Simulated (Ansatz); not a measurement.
Working through a dielectric-dependent hybrid calculation of Li₂O, space group Fm-3m

Program: Ansatz 0.2.0 through its Python package.

At the Python prompt:
```pycon
>>> import ansatz as az
>>> import numpy as np
>>> def count_gap(report):
...     # lowest empty less highest filled band, counting bands; zero where they overlap
...     return max(report.get("gap_by_band_count_ev") or 0.0, 0.0)
...
>>> structure = (
...     az.Lattice.fcc(4.61)
...     .space_group(225)
...     .atom("Li", (0.25, 0.75, 0.75))
...     .atom("O", (0.0, 0.0, 0.0))
...     .primitive()
... )
>>> structure.resolved().sites[-1]
Site(symbol='O', position=(0.0, 0.0, 0.0), moment=None, axis=None, held=None, saved=None)
>>> model = (
...     structure.calculation()
...     .kpoints(4, center="gamma")
...     .occupations("fixed")
...     .band_table()
... )
>>> semilocal = model.functional("pbesol").run().report
DeckWarning: basis.ecutwfc = 420 eV, auto-derived from the records' recommended cutoffs: set by Li (normal level)
>>> hybrid = model.functional(exchange="pbesol", correlation="pbesol", exact_fraction="inverse_dielectric").run().report
>>> alpha = hybrid["hybrid"]["exact_exchange_fraction"]
>>> print(f"fraction of exact exchange {alpha:.4f}, so eps_inf = {1 / alpha:.2f}")
fraction of exact exchange 0.3389, so eps_inf = 2.95
>>> print(f"gap by band count: {count_gap(semilocal):.3f} eV semilocal, {count_gap(hybrid):.3f} eV hybrid")
gap by band count: 4.842 eV semilocal, 8.075 eV hybrid
```

The fraction is 0.3389, one over a mean dielectric constant (a third of the trace) of 2.95. It opens the gap from 4.842 to 8.075 eV, by 3.23 eV.

Reading the output:
- The k-point mesh is coarse, and energy and stress weren't tested for convergence.
- The structure is a deposited one; some such entries were measured under pressure or heat, so a shift against it needn't be the functional's error alone.
- Gaps and levels are Kohn-Sham values on a finite set of k-points.
- Warnings are shown shortened and without file and line.
- The gaps are those of a coarse mesh; the run finds the dielectric constant of the semilocal functional on meshes of its own.
- It ran for 8.3 s on 1 thread of Arm Neoverse V1 (shared host), peak memory 0.5 GiB.
